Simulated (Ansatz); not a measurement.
Level of theory: Ansatz, DFT r2SCAN, scalar-relativistic, plane waves, PAW. All cells share a 500 eV cutoff and Γ-centred k meshes spaced at most 0.3 Å⁻¹ (0.19 for metals, 2π included).

Temperature and zero-point effects are left out. Only the structures computed here compete, so a lower one can exist. For metals, differences of a few meV/atom aren't resolved. No run is spin-polarised.

3 distinct structures were compared, and 2 of them are shown here.

Question: Order these relaxed structures of Ni2Ge by energy, lowest first, with the energy over the lowest of them.
A. Space group Pnma (No. 62), orthorhombic, a = 5.099 Å, b = 3.786 Å, c = 7.185 Å. Ni on Wyckoff site c (4 atoms of the primitive cell) has 4 Ge at 2.34–2.37 Å, 8 Ni at 2.61–2.75 Å and 1 Ge at 2.79 Å; around Ni on Wyckoff site c (4 atoms of the primitive cell) lie 3 Ge at 2.40–2.46 Å, 2 Ge at 2.61 Å and 8 Ni at 2.61–2.75 Å; Ge is coordinated by 7 Ni at 2.34–2.46 Å, 2 Ni at 2.61 Å and 1 Ni at 2.79 Å (next Ge at 3.22 Å).
B. Space group P6_3/mmc (No. 194), hexagonal, a = 3.978 Å, c = 5.037 Å. Around Ni on Wyckoff site d (2 atoms of the primitive cell) lie 3 Ge at 2.30 Å, 2 Ge at 2.52 Å and 6 Ni at 2.62 Å; around Ni on Wyckoff site a (2 atoms of the primitive cell) lie 8 Ni at 2.52–2.62 Å and 6 Ge at 2.62 Å; around Ge lie 3 Ni at 2.30 Å and 8 Ni at 2.52–2.62 Å.

Answer: A (0 meV/atom), B (30 meV/atom).